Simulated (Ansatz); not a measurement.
Crystal: SnTe.

```
CELL_PARAMETERS angstrom
0.00000 3.61115 3.61115
3.61115 0.00000 3.61115
3.61115 3.61115 0.00000
ATOMIC_POSITIONS crystal
Te 0.25000 0.25000 0.25000
Sn 0.00000 0.00000 0.00000
```

Measurements of this composition are mostly on another form, of space group No. 225.

| Item | Value |
| --- | --- |
| Program | Ansatz 0.2.0 |
| Task | single point |
| Functional | PBEsol |
| Potentials or basis | Ansatz PAW |
| Cutoff | 420 eV (not typed: the program's choice for these potentials) |
| k mesh | 7 × 7 × 7 |
| Occupations | fermi-dirac, width 0.05 eV |
| Spin | no spin polarisation |

On this cell: pressure -1.4 GPa; largest force zero by symmetry; band gap on the k mesh 0.29 eV, indirect (least direct gap 0.79 eV).

The same run follows on a disturbed copy (atoms moved at random, drawn with an rms of 0.05 Å):

```xyz
2
Lattice="0.0000 3.6111 3.6111 3.6111 0.0000 3.6111 3.6111 3.6111 0.0000" Properties=species:S:1:pos:R:3 pbc="T T T"
Te    1.7987    1.7773    1.8345
Sn   -0.0433    0.0023    0.0114
```

**Question.** What changes?

**Answer.** The energy moves by +1.5 meV/atom; pressure -1.4 GPa; largest force 0.117 eV/Å; band gap on the k mesh 0.26 eV, indirect (least direct gap 0.79 eV).

Forces in eV/Å, atoms in the order of the input:
```
Te  -0.083  0.070 -0.043
Sn   0.083 -0.070  0.043
```

Stress tensor (GPa, compression positive):
```
-1.37 -0.09  0.16
-0.09 -1.37 -0.19
 0.16 -0.19 -1.37
```

Caveats: odd divisions of the mesh miss points on the zone boundary, where band edges often lie, so the gap on the mesh can be too wide; spin-orbit coupling is left out, which moves the levels of the heavy elements; the PAW data sets come from PBE, with cores solved anew for the run's functional, which leaves a small shift of forces and pressure.

A k mesh can miss the band edges.
